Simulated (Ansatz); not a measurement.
## Squeezing Si (omega type)

```
CELL_PARAMETERS angstrom
4.45069 0.00000 0.00000
-2.22534 3.85441 0.00000
0.00000 0.00000 2.58699
ATOMIC_POSITIONS crystal
Si 0.00000 0.00000 0.00000
Si 0.33333 0.66667 0.50000
Si 0.66667 0.33333 0.50000
```

The cell comes from a relaxation on PAW files under the same functional, begun from a prototype that needn't be the stable phase.

Its volume is scaled, and at each volume shape and atoms are relaxed on PAW files; all methods then take that cell.

Level of theory: DFT with PBE, scalar-relativistic, in Ansatz 0.2.0; a Γ-centred 9×9×12 k mesh, Fermi–Dirac smearing of 0.1 eV, no spin polarisation. LAPW: all electrons, basis error target 1 meV/atom; PAW: frozen-core files, cutoff 420 eV; crystal datasets: all electrons, by PAW datasets that the program makes for each cell; norm-conserving: pseudopotentials, cutoff 490 eV; PAW (cutoff 600 eV): frozen-core files, cutoff 600 eV.

Energies are extrapolated to zero smearing and count from the unscaled cell; pressure is positive in compression; gaps take the mesh and a band path. No temperature or zero-point motion is included.

```json
{"V/V0": "1.00", "V (Å³/atom)": "14.79", "P LAPW (GPa)": "0.01", "ΔE LAPW (eV/atom)": "0.000", "P PAW − LAPW (GPa)": "-0.03", "ΔE PAW − LAPW (meV/atom)": "0.0", "space group": "P6/mmm", "shortest distance (Å)": "2.570"}
{"V/V0": "0.90", "V (Å³/atom)": "13.31", "P LAPW (GPa)": "12.31", "ΔE LAPW (eV/atom)": "0.052", "P PAW − LAPW (GPa)": "-0.03", "ΔE PAW − LAPW (meV/atom)": "-0.2", "space group": "P6/mmm", "shortest distance (Å)": "2.476"}
{"V/V0": "0.80", "V (Å³/atom)": "11.83", "P LAPW (GPa)": "33.4", "ΔE LAPW (eV/atom)": "?", "P PAW − LAPW (GPa)": "-0.02", "ΔE PAW − LAPW (meV/atom)": "-0.4", "space group": "P6/mmm", "shortest distance (Å)": "2.375"}
{"V/V0": "0.50", "V (Å³/atom)": "7.40", "P LAPW (GPa)": "271.6", "ΔE LAPW (eV/atom)": "3.468", "P PAW − LAPW (GPa)": "0.22", "ΔE PAW − LAPW (meV/atom)": "1.4", "space group": "P6/mmm", "shortest distance (Å)": "2.013"}
{"V/V0": "0.40", "V (Å³/atom)": "5.92", "P LAPW (GPa)": "562.0", "ΔE LAPW (eV/atom)": "7.130", "P PAW − LAPW (GPa)": "0.54", "ΔE PAW − LAPW (meV/atom)": "4.9", "space group": "P6/mmm", "shortest distance (Å)": "1.867"}
```

(1) What belongs in the row "0.80", column "ΔE LAPW (eV/atom)"?

(2) Fit the Vinet equation to the LAPW pressures over the whole range, with residuals weighted by 1/(|P| + 0.03·Pmax).

(3) At the smallest volume, how far do crystal datasets and norm-conserving and PAW (cutoff 600 eV) lie from LAPW in pressure?

Results:

(1) 0.254.

(2) V0 = 14.80 Å³/atom, B0 = 89.6 GPa and B0′ = 4.67, and the fit misses no point by more than 5.1 GPa. A fit over so wide a range pins B0 less well than one near rest.

(3) crystal datasets: 0.00 GPa; norm-conserving: -3.35 GPa; PAW (cutoff 600 eV): +0.50 GPa, on a LAPW pressure of 562.0 GPa.
